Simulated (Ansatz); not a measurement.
Ge, 2 atoms in the cell. Symmetry: Imma, No. 74, orthorhombic system. The conventional cell has a = 4.992 Å, b = 5.302 Å, c = 2.874 Å, α = 90.00°, β = 90.00°, γ = 90.00°. Around Ge (site symmetry mm2) lie 6 Ge at 2.68 to 2.87 Å. This isn't the form of Ge at room conditions, which is diamond.

- Program: Ansatz 0.2.0
- Task: band structure
- Functional: PBE
- Potentials or basis: Ansatz PAW
- Cutoff: 420 eV (not typed: the program's choice for these potentials)
- k mesh: 11 × 11 × 11
- Occupations: fermi-dirac, width 0.05 eV
- Spin: no spin polarisation
- Path: [["G", "X", "L", "T", "W", "R", "X1", "Z", "G", "Y", "S", "W"], ["L1", "Y"], ["Y1", "Z"]]
- Points for each segment of the path: 14

Potentials or basis: Ansatz PAW.

The run is started by

```console
$ ansatz run input.yaml --threads 2 --pin off --max-ram 5632MiB --backend cpu --events-out ev --progress --plain --runs-dir out
```

Hardware: 2 threads of Intel(R) Xeon(R) Processor @ 2.70GHz, with other jobs on the host.

Problem. Estimate the wall time of this run.

Solution. Run time: 9.2 s on 2 threads of Intel(R) Xeon(R) Processor @ 2.70GHz, on a shared host, peak memory 0.45 GiB. Counts: scf iterations 6, plane waves 765, k points 216, bands 20.
